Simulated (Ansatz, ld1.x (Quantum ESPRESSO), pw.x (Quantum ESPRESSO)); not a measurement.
What a changed setting does to a pw.x run (bcc Mn)

Potential: ultrasoft, ld1.x (Quantum ESPRESSO) 7.5, PBEsol; core [Ar], reference 3d5 4s2 4p0; waves: 4s (bound): rcut 2.15, rcutus 2.55 bohr; 4s channel at 0.25 Ry: rcut 2.15, rcutus 2.55 bohr; 4p (bound, empty): rcut 2.20, rcutus 2.55 bohr; 4p channel at 1.9 Ry: rcut 2.20, rcutus 2.55 bohr; 3d (bound): rcut 1.20, rcutus 1.40 bohr; 3d channel at 0.1 Ry: rcut 1.20, rcutus 1.40 bohr; 4f channel at 0.5 Ry: rcut 1.95, rcutus 2.50 bohr; 4f channel at 2.4 Ry: rcut 1.95, rcutus 2.50 bohr; local part: all-electron potential smoothed inside 2.40 bohr (lloc = -1); core correction: none; augmentation: built from norm-conserving waves at rcut, not smoothed further.

The reference run (k-mesh 17³, cutoffs 110/880 Ry, Fermi–Dirac 0.01 Ry, mixing_beta 0.4, conv_thr 1e-9, no spin) gives 4.25 GPa at 10.408 Å³/atom, where all-electron LAPW gives 0.50 GPa. This run, with its own iteration cap, changes smearing to mv.

```
&control
  calculation='scf', prefix='x', pseudo_dir='./', outdir='./tmp', tstress=.true., disk_io='none'
/
&system
  ibrav=0, nat=1, ntyp=1, ecutwfc=110, ecutrho=880, nbnd=11,
  occupations='smearing', smearing='mv', degauss=0.01
/
&electrons
  conv_thr=1e-09, mixing_beta=0.4, electron_maxstep=60
/
ATOMIC_SPECIES
Mn 1.0 Mn.UPF
CELL_PARAMETERS angstrom
  -1.37542136 1.37542136 1.37542136
  1.37542136 -1.37542136 1.37542136
  1.37542136 1.37542136 -1.37542136
ATOMIC_POSITIONS crystal
Mn 0.0000 0.0000 0.0000
K_POINTS automatic
17 17 17 0 0 0
```

```bash
pw.x < Mn.scf.in > Mn.scf.out
```

**Question.** How does the run end?

**Answer.** It converges in 9 iterations; the free energy moves by +54.2 meV/atom and the pressure by -0.64 GPa. This scheme is built to cancel the term in the square of the width that Fermi–Dirac smearing leaves in the F of a metal.

```
Message from routine setup:
     using ibrav=0 with symmetry is DISCOURAGED, use correct ibrav instead
     lattice parameter (alat)  =       4.5019  a.u.
     unit-cell volume          =      70.2367 (a.u.)^3
     number of electrons       =         7.00
     number of Kohn-Sham states=           11
     kinetic-energy cutoff     =     110.0000  Ry
     charge density cutoff     =     880.0000  Ry
     scf convergence threshold =      1.0E-09
     Exchange-correlation= PBESOL
     number of k points=   165  Marzari-Vanderbilt smearing, width (Ry)=  0.0100
     iteration #  1     ecut=   110.00 Ry     beta= 0.40
     total energy              =     -29.72512853 Ry
     estimated scf accuracy    <       0.09695557 Ry
     iteration #  2     ecut=   110.00 Ry     beta= 0.40
     total energy              =     -29.74668754 Ry
     estimated scf accuracy    <       0.00477991 Ry
     iteration #  3     ecut=   110.00 Ry     beta= 0.40
     total energy              =     -29.74836639 Ry
     estimated scf accuracy    <       0.00134074 Ry
     iteration #  4     ecut=   110.00 Ry     beta= 0.40
     total energy              =     -29.74907415 Ry
     estimated scf accuracy    <       0.00003754 Ry
     iteration #  5     ecut=   110.00 Ry     beta= 0.40
     total energy              =     -29.74934120 Ry
     estimated scf accuracy    <       0.00003324 Ry
     iteration #  6     ecut=   110.00 Ry     beta= 0.40
     total energy              =     -29.74937211 Ry
     estimated scf accuracy    <       0.00000061 Ry
     iteration #  7     ecut=   110.00 Ry     beta= 0.40
     total energy              =     -29.74937552 Ry
     estimated scf accuracy    <       0.00000056 Ry
     iteration #  8     ecut=   110.00 Ry     beta= 0.40
     total energy              =     -29.74937643 Ry
     estimated scf accuracy    <          3.9E-09 Ry
     iteration #  9     ecut=   110.00 Ry     beta= 0.40
     the Fermi energy is    15.1527 ev
!    total energy              =     -29.74937643 Ry
     estimated scf accuracy    <          4.3E-11 Ry
     smearing contrib. (-TS)   =      -0.00017911 Ry
     The total energy is F=E-TS. E is the sum of the following terms:
     one-electron contribution =       7.50312752 Ry
     hartree contribution      =       3.82738052 Ry
     xc contribution           =      -6.77597355 Ry
     ewald contribution        =     -34.30373181 Ry
     convergence has been achieved in   9 iterations
          total   stress  (Ry/bohr**3)                   (kbar)     P=       36.14
     Message from routine punch:
     Nothing written, as per user request (disk_io='none')
```

The run took about 39 s on one core of a shared host (AMD EPYC 7R43 64-Core Processor, 256 threads, 1004 GiB, load 48).
